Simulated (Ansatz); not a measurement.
## Re: one input, then a changed one

The cell is a database entry far from equilibrium at this level of theory, probably a faulty or high-pressure entry; it serves as a test geometry alone.

First run: DFT, PBE, all-electron LAPW, scalar-relativistic (Ansatz 0.2.0).

Command: `ansatz run input.yaml --threads 1 --pin off --max-ram 2048MiB --backend cpu --events-out ev --progress --plain --runs-dir out` The run took 100 s on 1 thread of Arm Neoverse V2, with other jobs on the host, peak memory 1.1 GiB.

```yaml
crystal:
  lattice:
    - [2.6029010724, 0.0, 0.0]
    - [-1.3014505362, 2.2541784522, 0.0]
    - [0.0, 0.0, 4.162]
  atoms:
    - { symbol: Re, position: [0.3333333333, 0.6666666667, 0.25] }
    - { symbol: Re, position: [0.6666666667, 0.3333333333, 0.75] }
kpoints:
  mp_grid: { grid: [18, 18, 10] }
scf:
  occupations: { method: fermi_dirac, width: 0.05 }
hamiltonian:
  xc: pbe
  pseudopotentials:
    kind: all_electron
    lapw: { basis_error: 0.00025 }
    dirac_shells: { Re: ["4p", "4d"] }
output:
  forces: true
  stress: true
  eigenvalues: true
```

Result: converged; pressure 114.5 GPa; no gap on the k mesh; 8 SCF iterations.

No spin–orbit coupling, which matters for the heavy atoms here.

The input is then changed:

```diff
@@ -11,4 +11,5 @@
 scf:
   occupations: { method: fermi_dirac, width: 0.05 }
+  mixing: { preconditioner: local_kerker }
 hamiltonian:
   xc: pbe
```

Question: Predict the outcome of the changed run.

Answer: It converged; energy at zero smearing 0.0 meV/atom from the first run; pressure 114.5 GPa; no gap on the k mesh; 7 SCF iterations.

The results part of its log:

```
SCF 1 converged in 7 iterations: F = -909688.060092 eV  dr2 = 3.48e-8
SCF converged after 7 iterations
Free energy (F): -909688.060092 eV
Harris-Foulkes:  -909688.060092 eV  (|F-HF|=1.39e-8)
Internal energy: -909688.048803 eV  (E = F + TS)
E sigma→0 (E₀):  -909688.054448 eV
Entropy (-TS):   -0.011289 eV (-5.644 meV/atom)
Fermi energy:    37.882452 eV
--- Per-component energies (eV) ---
  E_band       = -8747.584587
  E_kinetic    = 1028211.084829
  E_xc         = -18144.842106
  E_electrostatic = -1919754.291526  (all electrons and nuclei)
  E_smearing   = -0.011289  (= −TS)
  E_closure    = 0.000000  (closes the sum)
  E_atoms      = -909666.628468  (free atoms, spherical and without spin; not in F)
  Σ components = -909688.060092   (vs F -909688.060092, Δ=0.00e0)
  Basis errors (estimates in eV, not in F): energy 5.7e-5 per atom: plane waves 4.7e-5 (2.4e-5 summed), levels above the bands 4.8e-138, relativity 3.7e-7, radial functions 9.4e-6, core shells 1.0e-7; eigenvalues (radial functions only) 1.2e-6; not estimated: angular momenta, meshes, grids; target (lapw.basis_error) 2.5e-4; muffin-tin radii Re 1.283 Å
--- Forces (eV/Å), atoms counted from 1 ---
  atom   1  Re    -0.00000000     0.00000000     0.00000000
  atom   2  Re     0.00000000    -0.00000000     0.00000000
  max |Σ_I F_I| component: 1.85e-17 eV/Å
--- Stress (GPa, compression-positive) ---
      111.570783       0.000000       0.000000
        0.000000     111.570783       0.000000
        0.000000       0.000000     120.294423
  P = ⅓ Tr σ = 114.4787 GPa (1144.787 kbar)
--- Band table (eV; the first three rows and the last of 222) ---
  k-point 0: bands = ["-402.4667", "-402.4667", "-402.4667", "-402.4667", "-402.4637", "-402.4637", "-211.0345", "-211.0345", "-211.0345", "-211.0345", "-211.0324", "-211.0324", "-211.0319", "-211.0319", "-211.0318", "-211.0318", "-41.8553", "-41.5638", "-5.0286", "-3.0922", "-3.0922", "-2.7609", "-2.7609", "-2.6835", "1.3276", "1.3276", "1.3314", "1.3508", "1.3508", "1.3570", "1.3570", "1.3577", "1.3577", "1.3699", "1.3870", "1.3870", "1.3918", "1.3948", "26.8512", "29.8067", "35.6899", "35.6899", "35.8963", "36.8492", "36.8492", "37.9171", "37.9171", "39.3082", "42.1144", "42.1144", "50.3593", "51.2752", "53.6518", "56.4316"]
  k-point 1: bands = ["-402.4667", "-402.4667", "-402.4667", "-402.4667", "-402.4637", "-402.4637", "-211.0345", "-211.0345", "-211.0345", "-211.0345", "-211.0324", "-211.0324", "-211.0319", "-211.0319", "-211.0318", "-211.0318", "-41.8483", "-41.5710", "-4.9768", "-3.0843", "-3.0843", "-2.7692", "-2.7692", "-2.7477", "1.3242", "1.3309", "1.3322", "1.3471", "1.3471", "1.3559", "1.3559", "1.3616", "1.3616", "1.3692", "1.3879", "1.3879", "1.3919", "1.3948", "27.0068", "29.8438", "35.6039", "35.6039", "35.7996", "36.7400", "36.7400", "38.1541", "38.1541", "38.8910", "42.1614", "42.1614", "50.8843", "50.9124", "54.4186", "55.8068"]
  k-point 2: bands = ["-402.4667", "-402.4667", "-402.4667", "-402.4667", "-402.4637", "-402.4637", "-211.0345", "-211.0345", "-211.0345", "-211.0345", "-211.0324", "-211.0324", "-211.0319", "-211.0319", "-211.0318", "-211.0318", "-41.8279", "-41.5921", "-4.8250", "-3.0611", "-3.0611", "-2.9317", "-2.7931", "-2.7931", "1.3222", "1.3296", "1.3376", "1.3427", "1.3427", "1.3517", "1.3517", "1.3674", "1.3688", "1.3688", "1.3896", "1.3896", "1.3921", "1.3945", "27.4530", "29.9349", "35.4465", "35.4465", "35.5414", "36.4594", "36.4594", "37.8680", "38.7521", "38.7521", "42.2264", "42.2264", "50.4617", "52.2011", "54.6153", "56.0242"]
  k-point 221: bands = ["-402.4667", "-402.4667", "-402.4667", "-402.4667", "-402.4637", "-402.4637", "-211.0345", "-211.0345", "-211.0345", "-211.0345", "-211.0324", "-211.0324", "-211.0318", "-211.0318", "-211.0318", "-211.0318", "-41.5254", "-41.5254", "-4.5642", "-4.5642", "-4.0658", "-4.0658", "-3.0982", "-3.0982", "1.3371", "1.3371", "1.3498", "1.3498", "1.3571", "1.3571", "1.3632", "1.3632", "1.3662", "1.3662", "1.3678", "1.3678", "1.3743", "1.3743", "32.1262", "32.1262", "33.2002", "33.2002", "35.4643", "35.4643", "37.8488", "37.8488", "42.0843", "42.0843", "49.8175", "49.8175", "51.1239", "51.1239", "53.5617", "53.5617"]
```
